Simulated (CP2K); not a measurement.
Runs of CP2K 2026.2 on Al2Pt. Symmetry: Fm-3m, No. 225, cubic system. Conventional cell: a = 5.910 Å, b = 5.910 Å, c = 5.910 Å, α = 90.00°, β = 90.00°, γ = 90.00°. Around Pt (site symmetry m-3m) lie 8 Al at 2.56 Å. Al (site symmetry -43m) has 4 Pt at 2.56 Å as nearest neighbours. 

```csv
level,cutoff radius of the dispersion sum (A),cutoff of the non-local correlation (Ry),gap on the mesh (eV),pressure (GPa)
PBE,-,-,none,(b)
PBE+D3(BJ)+ATM,20,-,none,(a)
PBE+D4,20,-,none,-1.6
PBE+D3(BJ),20,-,none,-1.9
PBE+D3,20,-,none,-2.0
PBE+rVV10,-,300,none,1.8
```

Alike in all rows: task single point; potentials or basis POTENTIAL_UZH Pt GTH-PBE-q18, Al GTH-PBE-q3; TZVP-MOLOPT-PBE-GTH basis; no spin polarisation; cell as given; k mesh 8 × 8 × 8; smearing fermi-dirac 0.05 eV.

Q: Fill in the values left out.

A: (a) -1.4; (b) 2.3.

Caveats: the basis of atomic orbitals isn't converged, which shifts pressures, moduli and gaps; pairwise dispersion overbinds metals, which lowers pressure and volume (some runs).

A k mesh can miss the band edges, and the runs leave out spin-orbit coupling on Pt.

A gap of «none» marks a metal or a gap under the smearing width.
